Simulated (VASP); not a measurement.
TiSi2:

```
Ti Si
1.0
     0.00000    4.11752    4.26290
     2.38951    0.00000    4.26290
     2.38951    4.11752    0.00000
Ti Si
2 4
Direct
  0.75000 0.75000 0.75000
  0.50000 0.50000 0.50000
  0.41257 0.08743 0.41257
  0.08743 0.41257 0.08743
  0.16257 0.83743 0.16257
  0.83743 0.16257 0.83743
```

The cell is a database's computed one.

```yaml
Program: VASP 6.6.1
Task: relaxation of cell and atoms
Functional: PBEsol
Potentials_or_basis: VASP PAW PBE potentials, release 64 (Ti_sv, Si)
Cutoff: 600 eV
k_mesh: 5 × 5 × 5
Occupations: fermi-dirac, width 0.05 eV
Spin: no spin polarisation
Hubbard_terms: Ti d U = 4 eV
```

At the start: pressure 3.2 GPa; volume 13.98 Å³/atom.

Problem. Where does the relaxation end?

Solution. Over 8 steps the energy falls by 4.6 meV/atom and the volume is 14.27 Å³/atom (+2.1 %); space group Fddd (No. 70, to 0.05 Å).

Step by step:
```
step  energy change (eV)  largest force (eV/Å)  pressure (GPa)  volume (Å³)
   1              0.0000                0.1481            3.17        83.88
   2             -0.0046                0.1343           -2.95        87.29
   3             -0.0207                0.1403           -0.20        85.67
   4             -0.0240                0.1046           -0.14        85.64
   5             -0.0275                0.0145            0.03        85.58
   6             -0.0275                0.0107            0.04        85.58
   7             -0.0277                0.0040           -0.02        85.64
   8             -0.0277                0.0003            0.00        85.62
```

Final structure:
```cif
data_structure
_symmetry_space_group_name_H-M 'P 1'
_symmetry_Int_Tables_number 1
_cell_length_a 5.9775
_cell_length_b 4.9347
_cell_length_c 4.7836
_cell_angle_alpha 75.897
_cell_angle_beta 53.194
_cell_angle_gamma 50.910
_cell_volume 85.62
loop_
_atom_site_label
_atom_site_type_symbol
_atom_site_fract_x
_atom_site_fract_y
_atom_site_fract_z
_atom_site_occupancy
Ti1 Ti 0.75000 0.75000 0.75000 1
Ti2 Ti 0.50000 0.50000 0.50000 1
Si1 Si 0.40926 0.09074 0.40926 1
Si2 Si 0.09074 0.40926 0.09074 1
Si3 Si 0.15926 0.84074 0.15926 1
Si4 Si 0.84074 0.15926 0.84074 1
```

Caveat: the PAW data sets were made with another functional, which shifts forces and pressure a little; U without spin polarisation on a metal has little footing; the U is typed as a test and isn't derived for this compound.
